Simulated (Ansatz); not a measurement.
# NaH (rocksalt): gap against strain (epitaxial in the plane normal to [111])

NaH (rocksalt), relaxed with r2SCAN in Ansatz 0.2.0, then strained (epitaxial in the plane normal to [111]; changes of length per length, axes as in the cell below) with the atoms relaxed again within the symmetry that is left. It is cubic, Fm-3m (No. 225); conventional cell a = 4.795 Å, 13.78 Å³ an atom. Na is surrounded by 6 H at 2.40 Å; H is surrounded by 6 Na at 2.40 Å. The values are computed, spin-unpolarised, and not measurements.

```xyz
2
Lattice="0.0000 2.3975 2.3975 2.3975 0.0000 2.3975 2.3975 2.3975 0.0000" Properties=species:S:1:pos:R:3 pbc="T T T"
Na    0.0000    0.0000    0.0000
H     2.3975    2.3975    2.3975
```

Gaps are the least over each mesh (PBE 10×10×10, r2SCAN 10×10×10, HSE06 6×6×6 when unstrained) and the special points, which keep their unstrained names; stress is the change from the unstrained cell, compression positive.

| strain (%) | free normal strain (%) | gap, PBE (eV) | gap, r2SCAN (eV) | gap, HSE06 (eV) | edges, HSE06 | in-plane stress, r2SCAN (GPa) | energy rise, r2SCAN (meV/atom) |
| --- | --- | --- | --- | --- | --- | --- | --- |
| -1.0 | +0.29 | 3.752 | 4.353 | 4.805 | W → L | +0.65 | 0.5 |
| -0.5 | +0.22 | 3.771 | 4.371 | 4.821 | (0.245, -1/2, -1/4) → L | +0.29 | 0.1 |
| 0.0 | 0.00 | 3.802 | 4.401 | 4.849 | W → L | 0.00 | 0.0 |
| +1.22 | -0.37 | 3.735 | 4.332 | 4.776 | W → L | -0.72 | 0.8 |
| +1.54 | -0.47 | 3.718 | 4.314 | 4.756 | W → L | -0.90 | 1.2 |
| +4.16 | -1.29 | 3.566 | 4.157 | 4.589 | (0.266, -1/2, -0.271) → L | -2.22 | 8.5 |

Between zero and the nearest strains the slope of the HSE06 gap against strain is +0.057 eV per percent for negative and -0.060 for positive strain; it falls either way, as happens when edge states split or other valleys take over.

Where an edge lies off the special points, it is a point of the mesh or the k point where a search put PBE's edge or least direct gap, reused for the other functionals, whose own edges may lie a little apart.

Coordinates of k points refer to the reciprocal vectors of the primitive cell of the runs.

The meshes of the hybrids are coarse, so their gaps aren't converged to the digits shown.
